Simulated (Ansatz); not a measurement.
## Ti (Fm-3m), two-dimensional strain map

Computed with DFT PBEsol, scalar-relativistic, plane waves, PAW in Ansatz. Settings: plane waves to 420 eV, k-mesh 26×26×26 (Γ-centred), Gaussian smearing 0.15 eV. No spin polarisation. Energies are free energies at this smearing, counted from the undisturbed cell; pressure is positive in compression.

Zero of the scan (relaxed at this level; with this scan's settings it stands at 0.1 GPa; this fcc form isn't the usual structure):

```
Ti
1.0
     0.00000    2.02792    2.02792
     2.02792    0.00000    2.02792
     2.02792    2.02792    0.00000
Ti
1
Direct
  0.00000 0.00000 0.00000
```

The cell is strained by p along both x and y and by q along z, fractional coordinates fixed. Points are written (p, q).

Energy above the undisturbed cell in meV/atom (a dash: not computed):

```
 p \ q  -0.050  -0.025  0.000  0.025  0.050
-0.050   152.4   104.9   69.2   43.9   28.1
-0.025    66.4    36.2   16.8    7.1    6.3
 0.000    19.4       ?    0.0    4.2      ?
 0.025       ?     6.3   14.6   31.1      ?
 0.050    23.5    36.2   56.5   83.9  118.0
```

Fill in the withheld energies.

(0.000, -0.025): 4.8; (0.000, 0.050): 16.5; (0.025, -0.050): 6.7; (0.025, 0.050): 54.9.